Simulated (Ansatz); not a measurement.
HgTe:

```
Hg Te
1.0
    -3.04560    3.04560    1.55941
     3.04560   -3.04560    1.55941
     3.04560    3.04560   -1.55941
Hg Te
1 1
Direct
  0.75000 0.25000 0.50000
  0.00000 0.00000 0.00000
```

Measurements of this composition are mostly on another form, of space group No. 216.

```yaml
Program: Ansatz 0.2.0
Task: relaxation of cell and atoms
Functional: PBEsol
Dispersion: D3(BJ)
Potentials_or_basis: all-electron LAPW, scalar-relativistic
Basis_error_allowed: 0.001 eV/atom
k_mesh: 10 × 10 × 10
Occupations: fermi-dirac, width 0.05 eV
Spin: no spin polarisation
```

At the start: volume 28.93 Å³/atom.

Question: Where does the relaxation end?

Answer: Over 6 steps the energy falls by 101.1 meV/atom and the volume is 25.37 Å³/atom (-12.3 %); space group I-4m2 (No. 119, to 0.05 Å).

The path:
```csv
step,energy change (eV),largest force (eV/Å),volume (Å³)
1,0.0000,0.0000,57.86
2,-0.1783,0.0000,51.60
3,-0.1883,0.0000,49.19
4,-0.2020,0.0000,50.87
5,-0.2022,0.0000,50.75
6,-0.2023,0.0000,50.75
```

Final structure:
```yaml
crystal:
  lattice:
    - [-2.84180, 2.84180, 1.57091]
    - [2.84180, -2.84180, 1.57091]
    - [2.84180, 2.84180, -1.57091]
  atoms:
    - { symbol: Hg, position: [0.75000, 0.25000, 0.50000] }
    - { symbol: Te, position: [0.00000, 0.00000, 0.00000] }
```
